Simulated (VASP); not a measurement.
# BN: input slips in a phonon run and what they do, part 2 of 3

Some phonon runs on BN get a fault in the input on purpose. Which of them show, and how? The starting structure is a measured crystal structure from the Crystallography Open Database.

VASP 6.6.1.

### Step 2. Reference modes (continued)

Level of this step: LDA; plane waves and PAW (N, B) (VASP).

OUTCAR, selected parts (step 2):

```text
ion  position               nearest neighbor table
   1  0.667  0.333  0.250-   4 1.44   4 1.44   4 1.44
   2  0.333  0.667  0.750-   3 1.44   3 1.44   3 1.44
   3  0.667  0.333  0.750-   2 1.44   2 1.44   2 1.44
   4  0.333  0.667  0.250-   1 1.44   1 1.44   1 1.44

  LATTYP: Found a hexagonal cell.
 ALAT       =     2.4906736249
 C/A-ratio  =     2.5941024726

 Subroutine GETGRP returns: Found 24 space group operations
 (whereof 12 operations were pure point group operations)

The static configuration has the point symmetry D_3d.
 The point group associated with its full space group is D_6h.

 Found     96 irreducible k-points:

   k-points           NKPTS =     96   k-points in BZ     NKDIM =     96   number of bands    NBANDS=     14

   dimension x,y,z NGX =    20 NGY =   20 NGZ =   48
   dimension x,y,z NGXF=    40 NGYF=   40 NGZF=   96

   ENCUT  =  520.0 eV  38.22 Ry    6.18 a.u.   4.63  4.63 12.01*2*pi/ulx,y,z

   NELECT =      16.0000    total number of electrons

 k-points in reciprocal lattice and weights: Automatic mesh
   0.00000000  0.00000000  0.00000000       0.001
   0.07142857 -0.00000000  0.00000000       0.005
   0.14285714 -0.00000000  0.00000000       0.005
   0.21428571 -0.00000000  0.00000000       0.005
   0.28571429 -0.00000000  0.00000000       0.005
   0.35714286 -0.00000000  0.00000000       0.005
   0.42857143 -0.00000000  0.00000000       0.005
   0.50000000 -0.00000000  0.00000000       0.003
   0.07142857  0.07142857  0.00000000       0.005
[...]
0.28571429  0.28571429  0.50000000       0.005
   0.35714286  0.28571429  0.50000000       0.005

 average (electrostatic) potential at core
       1 -64.4330       2 -64.4330       3 -33.8473       4 -33.8473

  Total       -0.0006038     -0.0006038     -0.0067159     -0.0000000      0.0000000      0.0000000
  in kB       -0.0278678     -0.0278678     -0.3099889     -0.0000000      0.0000000      0.0000000
  external PRESSURE =      -0.1219082 kB  Pullay stress =       0.0000000 kB

  energy-cutoff  :      520.00
  volume of cell :       34.71
      direct lattice vectors                 reciprocal lattice vectors
     2.490673625  0.000000000  0.000000000     0.401497808  0.231804867  0.000000000
    -1.245336812  2.156986632  0.000000000     0.000000000  0.463609735  0.000000000
     0.000000000  0.000000000  6.461062609     0.000000000  0.000000000  0.154773303

 POSITION                                       TOTAL-FORCE (eV/Angst)
 -----------------------------------------------------------------------------------
      1.24534      0.71900      1.61527        -0.000000      0.000000      0.000000
     -0.00000      1.43799      4.84580         0.000000     -0.000000      0.000000
      1.24534      0.71900      4.84580         0.000000      0.000000      0.000000
     -0.00000      1.43799      1.61527        -0.000000      0.000000      0.000000
 -----------------------------------------------------------------------------------
    total drift:                               -0.000000      0.000000     -0.000000

 MACROSCOPIC STATIC DIELECTRIC TENSOR (including local field effects in DFT)
 ------------------------------------------------------
           4.921641     0.000000     0.000000
           0.000000     4.921641    -0.000000
           0.000000     0.000000     2.886027
 ------------------------------------------------------

 PIEZOELECTRIC TENSOR (including local field effects)  for field in x, y, z        (C/m^2)
          XX          YY          ZZ          XY          YZ          ZX
  --------------------------------------------------------------------------------
  x     0.00000     0.00000     0.00000     0.00000     0.00000     0.00000
  y     0.00000     0.00000     0.00000     0.00000     0.00000     0.00000
  z     0.00000     0.00000     0.00000     0.00000     0.00000     0.00000

 BORN EFFECTIVE CHARGES (including local field effects) (in |e|, cummulative output)
 ---------------------------------------------------------------------------------
 ion    1
    1    -2.70566    -0.00000     0.00000
    2    -0.00000    -2.70566     0.00000
    3     0.00000     0.00000    -0.82082
 ion    2
    1    -2.70566    -0.00000     0.00000
    2    -0.00000    -2.70566     0.00000
    3     0.00000     0.00000    -0.82082
 ion    3
    1     2.70566     0.00000     0.00000
    2     0.00000     2.70566     0.00000
    3    -0.00000     0.00000     0.82082
 ion    4
    1     2.70566     0.00000     0.00000
    2     0.00000     2.70566     0.00000
    3    -0.00000     0.00000     0.82082

 Eigenvectors and eigenvalues of the dynamical matrix
 ----------------------------------------------------

   1 f  =   41.328824 THz   259.676662 2PiTHz 1378.581189 cm-1   170.922207 meV
             X         Y         Z           dx          dy          dz
      1.245337  0.718996  1.615266    -0.327891   -0.332689    0.000000
     -0.000000  1.437991  4.845797     0.327891    0.332689   -0.000000
      1.245337  0.718996  4.845797    -0.372634   -0.378087   -0.000000
     -0.000000  1.437991  1.615266     0.372634    0.378087   -0.000000

   2 f  =   41.328824 THz   259.676662 2PiTHz 1378.581189 cm-1   170.922207 meV
             X         Y         Z           dx          dy          dz
      1.245337  0.718996  1.615266    -0.332689    0.327891   -0.000000
     -0.000000  1.437991  4.845797     0.332689   -0.327891   -0.000000
      1.245337  0.718996  4.845797    -0.378087    0.372634   -0.000000
     -0.000000  1.437991  1.615266     0.378087   -0.372634   -0.000000

   3 f  =   41.323367 THz   259.642375 2PiTHz 1378.399167 cm-1   170.899639 meV
             X         Y         Z           dx          dy          dz
      1.245337  0.718996  1.615266    -0.327616   -0.332409    0.000000
     -0.000000  1.437991  4.845797    -0.327616   -0.332409    0.000000
      1.245337  0.718996  4.845797     0.372877    0.378332   -0.000000
     -0.000000  1.437991  1.615266     0.372877    0.378332    0.000000

   4 f  =   41.323367 THz   259.642375 2PiTHz 1378.399167 cm-1   170.899639 meV
             X         Y         Z           dx          dy          dz
      1.245337  0.718996  1.615266     0.332409   -0.327616    0.000000
     -0.000000  1.437991  4.845797     0.332409   -0.327616   -0.000000
      1.245337  0.718996  4.845797    -0.378332    0.372877    0.000000
     -0.000000  1.437991  1.615266    -0.378332    0.372877   -0.000000

   5 f  =   24.313841 THz   152.768370 2PiTHz  811.022444 cm-1   100.553922 meV
             X         Y         Z           dx          dy          dz
      1.245337  0.718996  1.615266     0.000000   -0.000000   -0.469211
     -0.000000  1.437991  4.845797    -0.000000    0.000000    0.469211
      1.245337  0.718996  4.845797    -0.000000    0.000000   -0.529000
     -0.000000  1.437991  1.615266     0.000000   -0.000000    0.529000

   6 f  =   22.484785 THz   141.276072 2PiTHz  750.011703 cm-1    92.989558 meV
             X         Y         Z           dx          dy          dz
      1.245337  0.718996  1.615266     0.000000   -0.000000    0.466832
     -0.000000  1.437991  4.845797    -0.000000    0.000000    0.466832
      1.245337  0.718996  4.845797    -0.000000    0.000000   -0.531101
     -0.000000  1.437991  1.615266     0.000000    0.000000   -0.531101

   7 f  =    3.461579 THz    21.749745 2PiTHz  115.465863 cm-1    14.315936 meV
             X         Y         Z           dx          dy          dz
      1.245337  0.718996  1.615266     0.000000    0.000000    0.529000
     -0.000000  1.437991  4.845797    -0.000000   -0.000000   -0.529000
      1.245337  0.718996  4.845797    -0.000000   -0.000000   -0.469211
     -0.000000  1.437991  1.615266     0.000000    0.000000    0.469211

   8 f  =    1.554818 THz     9.769210 2PiTHz   51.863146 cm-1     6.430208 meV
             X         Y         Z           dx          dy          dz
      1.245337  0.718996  1.615266     0.371536    0.379166   -0.000000
     -0.000000  1.437991  4.845797    -0.371536   -0.379166   -0.000000
      1.245337  0.718996  4.845797    -0.326924   -0.333638   -0.000000
     -0.000000  1.437991  1.615266     0.326924    0.333638   -0.000000

   9 f  =    1.554818 THz     9.769210 2PiTHz   51.863146 cm-1     6.430208 meV
             X         Y         Z           dx          dy          dz
      1.245337  0.718996  1.615266    -0.379166    0.371536    0.000000
     -0.000000  1.437991  4.845797     0.379166   -0.371536    0.000000
      1.245337  0.718996  4.845797     0.333638   -0.326924    0.000000
     -0.000000  1.437991  1.615266    -0.333638    0.326924    0.000000

  10 f/i=    0.002509 THz     0.015767 2PiTHz    0.083707 cm-1     0.010378 meV
             X         Y         Z           dx          dy          dz
      1.245337  0.718996  1.615266     0.059328   -0.527875   -0.000000
     -0.000000  1.437991  4.845797     0.059328   -0.527875   -0.000000
      1.245337  0.718996  4.845797     0.052127   -0.463801   -0.000000
     -0.000000  1.437991  1.615266     0.052127   -0.463801   -0.000000

  11 f/i=    0.002509 THz     0.015767 2PiTHz    0.083707 cm-1     0.010378 meV
             X         Y         Z           dx          dy          dz
      1.245337  0.718996  1.615266     0.527875    0.059328   -0.000000
     -0.000000  1.437991  4.845797     0.527875    0.059328   -0.000000
      1.245337  0.718996  4.845797     0.463801    0.052127   -0.000000
     -0.000000  1.437991  1.615266     0.463801    0.052127   -0.000000

  12 f/i=    0.003333 THz     0.020944 2PiTHz    0.111186 cm-1     0.013785 meV
             X         Y         Z           dx          dy          dz
      1.245337  0.718996  1.615266    -0.000000   -0.000000   -0.531101
     -0.000000  1.437991  4.845797    -0.000000   -0.000000   -0.531101
      1.245337  0.718996  4.845797    -0.000000   -0.000000   -0.466832
     -0.000000  1.437991  1.615266    -0.000000   -0.000000   -0.466832

 MACROSCOPIC STATIC DIELECTRIC TENSOR IONIC CONTRIBUTION
 ------------------------------------------------------
           1.790723     0.000000    -0.000000
           0.000000     1.790723    -0.000000
          -0.000000    -0.000000     0.556630
 ------------------------------------------------------

 ELASTIC MODULI CONTR FROM IONIC RELAXATION (kBar)
 Direction    XX          YY          ZZ          XY          YZ          ZX
 --------------------------------------------------------------------------------
 XX        -450.5705    450.5705     -0.0000     -0.0000     -0.0000     -0.0000
 YY         450.5705   -450.5705      0.0000     -0.0000      0.0000      0.0000
 ZZ          -0.0000      0.0000     -0.0000     -0.0000     -0.0000     -0.0000
 XY          -0.0000     -0.0000     -0.0000   -450.5705      0.0000      0.0000
 YZ          -0.0000      0.0000     -0.0000      0.0000     -0.0000     -0.0000
 ZX          -0.0000      0.0000     -0.0000      0.0000     -0.0000     -0.0000
 --------------------------------------------------------------------------------

 PIEZOELECTRIC TENSOR IONIC CONTR  for field in x, y, z        (C/m^2)
          XX          YY          ZZ          XY          YZ          ZX
  --------------------------------------------------------------------------------
  x    -0.00000     0.00000    -0.00000    -0.00000    -0.00000    -0.00000
  y    -0.00000     0.00000     0.00000     0.00000     0.00000     0.00000
  z    -0.00000     0.00000     0.00000    -0.00000     0.00000     0.00000
```

Energies printed during the response cycles are not total energies of the cell.

Reference: the zone-centre modes are B1g (2) 811.0, A2u 750.0, B1g (1) 115.5, E2g 51.9 cm⁻¹ (levels within 1 cm⁻¹ of another are left out).

### Step 3. Modes with finite displacements, else as the reference

Against step 2 the input has IBRION = 6, NFREE = 2, POTIM = 0.015, no LEPSILON and no LPEAD (also changed: NSW).

Input file INCAR:

```
SYSTEM = BN
PREC = Accurate
ENCUT = 520
EDIFF = 1E-08
NELM = 100
ISMEAR = 0
SIGMA = 0.03
LREAL = .FALSE.
ALGO = Normal
GGA = CA
NBANDS = 14
LORBIT = 11
LWAVE = .FALSE.
LCHARG = .FALSE.
KPAR = 8
IBRION = 6
NFREE = 2
POTIM = 0.015
NSW = 1
ISIF = 2
```

Input file POSCAR:

```
BN
1.0
    2.4906736249      0.0000000000      0.0000000000
   -1.2453368124      2.1569866317      0.0000000000
    0.0000000000      0.0000000000      6.4610626087
N B
2 2
Direct
    0.6666666667      0.3333333333      0.2500000000
    0.3333333333      0.6666666667      0.7500000000
    0.6666666667      0.3333333333      0.7500000000
    0.3333333333      0.6666666667      0.2500000000
```

Input file KPOINTS:

```
Automatic mesh
0
Gamma
14 14 6
0 0 0
```

Potentials, in the order of the species: N and B (LDA family, release 64).

Launch:

```
$ mpirun -np 8 vasp_std
```

The program printed:

```text
[banner, memory and clock lines left out]
running    8 mpi-ranks, on    1 nodes
[...]
[... a notice as in an earlier step ...]

 LDA part: xc-table for (Slater(with rela. corr.)+CA(PZ))
 , standard interpolation
 POSCAR, INCAR and KPOINTS ok, starting setup
[...]
entering main loop
       N       E                     dE             d eps       ncg     rms          rms(c)
[... 14 cycles as in an earlier step ...]
   1 F= -.38580657E+02 E0= -.38580657E+02  d E =-.665013E-15
[... from here on, the cycles between the ionic steps are left out ...]
   2 F= -.38575851E+02 E0= -.38575851E+02  d E =-.215529E-14
   3 F= -.38575851E+02 E0= -.38575851E+02  d E =-.215384E-14
   4 F= -.38579086E+02 E0= -.38579086E+02  d E =-.753970E-15
   5 F= -.38579086E+02 E0= -.38579086E+02  d E =-.752924E-15
   6 F= -.38575859E+02 E0= -.38575859E+02  d E =-.165810E-15
   7 F= -.38575859E+02 E0= -.38575859E+02  d E =-.165904E-15
   8 F= -.38579110E+02 E0= -.38579110E+02  d E =-.685889E-15
   9 F= -.38579110E+02 E0= -.38579110E+02  d E =-.686414E-15
 Finite differences progress:
  Degree of freedom:   4/  4
  Displacement:        2/  2
  Total:               8/  8
```

The job ended after 53 s (8 MPI ranks of AMD EPYC 9R45, shared host; peak memory 3 GiB).

Parts of OUTCAR (step 3):

```text
  Total       -0.0015495     -0.0015495     -0.0104247     -0.0000000      0.0000000      0.0000000
  in kB       -0.0715221     -0.0715221     -0.4811767     -0.0000000      0.0000000      0.0000000
  external PRESSURE =      -0.2080736 kB  Pullay stress =       0.0000000 kB

 POSITION                                       TOTAL-FORCE (eV/Angst)
 -----------------------------------------------------------------------------------
      1.24534      0.71900      1.61527        -0.000000      0.000000      0.013786
     -0.00000      1.43799      4.84580         0.000000      0.000000     -0.203031
      1.24534      0.71900      4.83080         0.000000      0.000000      0.206225
     -0.00000      1.43799      1.61527        -0.000000      0.000000     -0.016980
 -----------------------------------------------------------------------------------
    total drift:                               -0.000000      0.000000      0.000038

  FREE ENERGIE OF THE ION-ELECTRON SYSTEM (eV)
  ---------------------------------------------------
  free  energy   TOTEN  =       -38.5791103096 eV

  energy  without entropy=      -38.5791103096  energy(sigma->0) =      -38.57911031

[... 2 parts as in an earlier step ...]

[... 1 further part left out ...]
[key lines of the parts left out:]
E-fermi :   2.6246
```

The last energy, forces and stress in OUTCAR belong to the last displaced cell, not to that of POSCAR.

With finite displacements, else as the reference the compared modes are B1g (2) 811.0, A2u 750.0, B1g (1) 117.6, E2g 50.8 cm⁻¹; the largest shift among the levels compared is +2.1 cm⁻¹, in B1g (1), from the reference.

### Step 4. Modes with low precision and real-space projectors

A slip made on purpose: low precision and real-space projectors. Against step 2 the input has PREC = Low, LREAL = Auto, IBRION = 6, NFREE = 2, POTIM = 0.015, no LEPSILON and no LPEAD (also changed: NELM and NSW).

Edit INCAR of step 3 so:

```diff
@@ -1,9 +1,9 @@
 SYSTEM = BN
-PREC = Accurate
+PREC = Low
 ENCUT = 520
 EDIFF = 1E-08
-NELM = 100
+NELM = 60
 ISMEAR = 0
 SIGMA = 0.03
-LREAL = .FALSE.
+LREAL = Auto
 ALGO = Normal
```

POSCAR is that of step 3.

KPOINTS is that of step 3.

Launch:

```
$ mpirun -np 8 vasp_std
```

The program printed:

```text
[banner, memory and clock lines left out]
running    8 mpi-ranks, on    1 nodes
[...]
[... a notice as in an earlier step ...]

|                                                                             |
|               ----> ADVICE to this user running VASP <----                  |
|                                                                             |
|     You have a (more or less) 'small supercell' and for smaller cells       |
|     it is recommended to use the reciprocal-space projection scheme!        |
|     The real-space optimization is not efficient for small cells and it     |
|     is also less accurate ...                                               |
|     Therefore, set LREAL=.FALSE. in the INCAR file.                         |
|                                                                             |

 LDA part: xc-table for (Slater(with rela. corr.)+CA(PZ))
 , standard interpolation
 POSCAR, INCAR and KPOINTS ok, starting setup
[...]
entering main loop
[...]
DAV:   1     0.479147080787E+02    0.47915E+02   -0.81673E+03  2696   0.106E+03
DAV:   2    -0.393534277024E+02   -0.87268E+02   -0.79110E+02  3794   0.229E+02
DAV:   3    -0.425846975537E+02   -0.32313E+01   -0.32119E+01  3558   0.438E+01
DAV:   4    -0.426062410213E+02   -0.21543E-01   -0.21538E-01  3144   0.404E+00
[...]
DAV:  12    -0.385643274425E+02    0.44977E-06   -0.59524E-06  3126   0.187E-02    0.129E-03
DAV:  13    -0.385643274206E+02    0.21909E-07   -0.32289E-07  3360   0.404E-03    0.542E-04
DAV:  14    -0.385643274251E+02   -0.45513E-08   -0.33951E-09  2316   0.504E-04
   1 F= -.38564327E+02 E0= -.38564327E+02  d E =-.166404E-15
[... from here on, the cycles between the ionic steps are left out ...]
   2 F= -.38559432E+02 E0= -.38559432E+02  d E =-.571672E-15
   3 F= -.38559466E+02 E0= -.38559466E+02  d E =-.571263E-15
   4 F= -.38562656E+02 E0= -.38562656E+02  d E =-.188721E-15
   5 F= -.38562656E+02 E0= -.38562656E+02  d E =-.188426E-15
   6 F= -.38560405E+02 E0= -.38560405E+02  d E =-.416997E-16
   7 F= -.38560408E+02 E0= -.38560408E+02  d E =-.417491E-16
   8 F= -.38563724E+02 E0= -.38563724E+02  d E =-.177587E-15
   9 F= -.38563724E+02 E0= -.38563724E+02  d E =-.177723E-15
 Finite differences progress:
  Degree of freedom:   4/  4
  Displacement:        2/  2
  Total:               8/  8
```

Elapsed: 30 s, on 8 MPI ranks; peak memory 2.2 GiB.

Parts of OUTCAR (step 4):

```text
  Total       -0.2054078     -0.2054078     -0.0550474     -0.0000000      0.0000000      0.0000000
  in kB       -9.4811139     -9.4811139     -2.5408516     -0.0000000      0.0000000      0.0000000
  external PRESSURE =      -7.1676932 kB  Pullay stress =       0.0000000 kB

 POSITION                                       TOTAL-FORCE (eV/Angst)
 -----------------------------------------------------------------------------------
      1.24534      0.71900      1.61527         0.000000     -0.000000      0.025465
     -0.00000      1.43799      4.84580        -0.000000     -0.000000     -0.191857
      1.24534      0.71900      4.83080        -0.000000      0.000000      0.171831
     -0.00000      1.43799      1.61527        -0.000000      0.000000     -0.005440
 -----------------------------------------------------------------------------------
    total drift:                               -0.000002     -0.000003     -0.046080

  FREE ENERGIE OF THE ION-ELECTRON SYSTEM (eV)
  ---------------------------------------------------
  free  energy   TOTEN  =       -38.5637242391 eV

  energy  without entropy=      -38.5637242391  energy(sigma->0) =      -38.56372424

[... 2 parts as in an earlier step ...]

[... 1 further part left out ...]
[key lines of the parts left out:]
E-fermi :   2.6280
```

Three frequencies should lie near zero, those of the translations, and here fewer than three do (the smallest in size are -0.3, -28.6 and -28.6 cm⁻¹), so no mode of this run is used. As printed, the frequencies run from -290.8 to 1341.7 cm⁻¹, imaginary ones as negative numbers.

(Part 2 of 3 ends here.)

[Lines on the potential files, build, host, timing and source positions are cut from VASP's logs without a mark.]

[Logs are printed without paths, hosts, clocks, repeated set-up lines and the standing remarks that a program may print on its own settings, such as how far it seeks lower states.]

[Hosts, paths, dates, database ids (printed as entryN), source tags and the programs' standing remarks are cut or masked in the printed files.]
